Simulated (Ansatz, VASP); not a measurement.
**Pb in VASP and in Ansatz**

```
Pb
1.0
     3.52580    0.00000    0.00000
    -1.76290    3.05343    0.00000
     0.00000    0.00000    5.66356
Pb
2
Direct
  0.33333 0.66667 0.25000
  0.66667 0.33333 0.75000
```

Change from the starting cell: functional pbesol, volume scaled by 1.04, PAW files.

Alike in both runs: task electric field gradients; functional PBEsol; k mesh 14 × 14 × 8; occupations fermi-dirac, width 0.08 eV; no spin polarisation.

|  | VASP | Ansatz |
| --- | --- | --- |
| version | VASP 6.6.1 | Ansatz 0.2.0 |
| potentials or method | VASP PAW PBE potentials, release 64 (Pb_d) | PAW with Ansatz's default frozen-core files, scalar-relativistic |
| plane-wave cutoff (eV) | 520 | 420 |
| valence electrons in the cell | 28 | 28 |

|  | VASP | Ansatz | Ansatz less VASP |
| --- | --- | --- | --- |
| pressure (GPa) | -0.9 | -0.9 | +0.10 |
| largest component of the traceless stress (GPa) | 1.00 | 1.00 | +0.003 |
| Vzz of the field gradient on the site that differs most (V/Å²) | -44.7 | -46.4 | -1.70 |

With one functional, cell and mesh, what is left measures potentials, basis and numerics. Ansatz warned: «gradients_without_spin_orbit».

Caveats: the PAW data sets were made with another functional, which shifts forces and pressure a little (VASP). The runs have no spin-orbit coupling, so splittings on Pb are missing.
